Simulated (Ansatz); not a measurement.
# Debugging a calculation of AlNi$_{3}$

Intended: AlNi$_{3}$, PBE, plane waves and PAW in Ansatz. The input:

```yaml
crystal:
  lattice:
    - [5.0091156652, 0.0, 0.0]
    - [-2.5045578326, 4.3380214166, 0.0]
    - [0.0, 0.0, 4.04025638]
  atoms:
    - { symbol: Al, position: [0.6666666667, 0.3333333333, 0.25] }
    - { symbol: Al, position: [0.3333333333, 0.6666666667, 0.75] }
    - { symbol: Ni, position: [0.32852, 0.16426, 0.75], spin: -0.22 }
    - { symbol: Ni, position: [0.83574, 0.16426, 0.75], spin: -0.22 }
    - { symbol: Ni, position: [0.83574, 0.67148, 0.75], spin: -0.22 }
    - { symbol: Ni, position: [0.67148, 0.83574, 0.25], spin: -0.22 }
    - { symbol: Ni, position: [0.16426, 0.83574, 0.25], spin: -0.22 }
    - { symbol: Ni, position: [0.16426, 0.32852, 0.25], spin: -0.22 }
basis:
  ecutwfc: 420
kpoints:
  mp_grid: { grid: [12, 12, 10] }
hamiltonian:
  xc: pbe
scf:
  occupations: { method: gaussian, width: 0.1 }
  max_iter: 3
output:
  forces: true
  stress: true
  eigenvalues: true
  populations: true
magnetization:
  spin_polarized: true
```

Command:

```bash
ansatz run input.yaml --threads 2 --pin off --max-ram 5120MiB --backend cpu --events-out ev --progress --plain --runs-dir out
```

The program printed (HF is the Harris–Foulkes energy, dr2 the density residual in eV):

```text
Pseudopotential: Al, paw, valence charge 3, recommended cutoff 420 eV (normal)
Pseudopotential: Ni, paw, valence charge 18, recommended cutoff 420 eV (normal)
Crystal: 8 atoms, lattice volume = 87.793 Å³
Basis set: ecut = 420 eV, 1687 PW (Γ), exchange–correlation on 72×72×60 points (8 copies of the dense FFT grid, shifted against one another)
Bands: 70, of which v1, the nominal top of the filled ones, is band 57 counted from 1 (56 counted from 0)
Symmetry: 24 space group operations
Space group: P63/mmc (ITA 194), of the structure as read, at distance tolerance 4.4e-5 Å
k-points: 114 of 1440
Initial density: superposition of atomic densities
Starting moments: Σ|m| = 1.32 μB on 6 of 8 sites
SCF iter   1: HF=-36110.160341 eV  Δρ=5.61e-2 (↑5.61e-2 ↓2.67e-2) dr2=3.36e0  dr2_m=1.99e-1  M=-1.668 μB ∫|m|=1.871 μB
spin=Collinear: Kerker preconditioning applied to the charge; magnetization (m = ρ↑ − ρ↓) channel mixes plain (no charge-response kernel on spin).
SCF iter   2: HF=-36109.842127 eV  Δρ=2.30e-2 (↑1.67e-2 ↓2.30e-2) dr2=7.41e-1  dr2_m=5.92e-2  M=-1.515 μB ∫|m|=1.759 μB
SCF iter   3: HF=-36112.064745 eV  Δρ=1.91e-2 (↑1.43e-2 ↓1.91e-2) dr2=7.47e-1  dr2_m=2.24e-2  M=-1.448 μB ∫|m|=1.707 μB
Error: did not converge after 3 iterations: dr2 = 7.47e-1 (threshold 1.00e-7), under the density mixer `msr1`, which `scf.mixing.algorithm: auto` chose by the deck's other keys (type `scf.mixing.algorithm: msr1` to keep it); raise `scf.max_iter`, which need not help a stalled SCF …
```

Question: Why did this happen?

Answer: The fault is too few SCF iterations allowed. The limit came before the density residual met its threshold. The cure is a higher or no limit.

Mended input, as a difference (which also takes the starting moments of the reference run):

```diff
 crystal:
   atoms:
-    - { symbol: Ni, position: [0.32852, 0.16426, 0.75], spin: -0.22 }
-    - { symbol: Ni, position: [0.83574, 0.16426, 0.75], spin: -0.22 }
-    - { symbol: Ni, position: [0.83574, 0.67148, 0.75], spin: -0.22 }
-    - { symbol: Ni, position: [0.67148, 0.83574, 0.25], spin: -0.22 }
-    - { symbol: Ni, position: [0.16426, 0.83574, 0.25], spin: -0.22 }
-    - { symbol: Ni, position: [0.16426, 0.32852, 0.25], spin: -0.22 }
+    - { symbol: Ni, position: [0.32852, 0.16426, 0.75], spin: -0.21 }
+    - { symbol: Ni, position: [0.83574, 0.16426, 0.75], spin: -0.21 }
+    - { symbol: Ni, position: [0.83574, 0.67148, 0.75], spin: -0.21 }
+    - { symbol: Ni, position: [0.67148, 0.83574, 0.25], spin: -0.21 }
+    - { symbol: Ni, position: [0.16426, 0.83574, 0.25], spin: -0.21 }
+    - { symbol: Ni, position: [0.16426, 0.32852, 0.25], spin: -0.21 }
 scf:
-  max_iter: 3
```

Result of the mended run: a pressure of 6.86 GPa, a largest force of 0.096 eV/Å, no gap, site moments (μB) Ni -0.20 (×6).

Time of the mended run: 2.7 min on 2 threads of Intel(R) Xeon(R) Processor @ 2.50GHz (Skylake/Cascade Lake), on a shared host, peak memory 1.1 GiB.